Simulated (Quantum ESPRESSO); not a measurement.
# WS2 under changes of volume

One of the cells (17.744 Å³/atom); the others are scaled copies at fixed shape and fractional positions:

```xyz
3
Lattice="1.5790 0.9116 6.1633 -1.5790 0.9116 6.1633 0.0000 -1.8233 6.1633" Properties=species:S:1:pos:R:3 pbc="T T T"
W     0.0000    0.0000    0.0000
S     0.0000    0.0000   10.7427
S     0.0000    0.0000   13.8730
```

Measurements of this composition are mostly on another form, of space group No. 194.

| Property | Result |
| --- | --- |
| Program | Quantum ESPRESSO 7.5 |
| Functional | LDA |
| Potentials or basis | GBRV 1.5 LDA |
| Cutoff | 762 eV |
| Density cutoff | 6095 eV |
| k mesh | 10 × 10 × 10 |
| Occupations | fermi-dirac, width 0.05 eV |
| Spin | no spin polarisation |

| volume (Å³/atom) | energy over the lowest point (meV/atom) | pressure (GPa) | gap on the mesh (eV) |
| --- | --- | --- | --- |
| 16.679 | ? | ? | ? |
| 17.034 | 4.54 | 4.0 | 0.94 |
| 17.389 | 0.00 | 0.1 | 0.97 |
| 17.744 | 3.54 | -3.3 | 0.99 |
| 18.099 | 14.30 | -6.4 | 1.01 |
| 18.454 | 31.57 | -9.2 | 1.03 |
| 18.809 | 54.64 | -11.7 | 1.04 |

Task: What does the run at 16.679 Å³/atom give?

Result: Energy over the lowest point 18.10 meV/atom; pressure 8.3 GPa; gap on the mesh 0.91 eV.

Worked out: A Birch-Murnaghan fit of order 3 (a polynomial in V^(-2/3)) to the other rows has its minimum at 17.40 Å³/atom with B0 = V·E''(V) = 178 GPa and B' = 4.4 at fixed shape and positions, which overstates the stiffness. It gives 18.09 meV/atom at 16.679 Å³/atom, against the run's 18.10, and -dE/dV = 8.3 GPa, against 8.3. A straight line through the other rows of the gap, of slope 1.01 eV per unit of ln V, extrapolates to 0.92 eV, against the run's 0.91.

Energies are extrapolated to zero smearing.

Caveats: spin-orbit coupling is left out, which moves the levels of the heavy elements.

A mesh can miss the band edges.
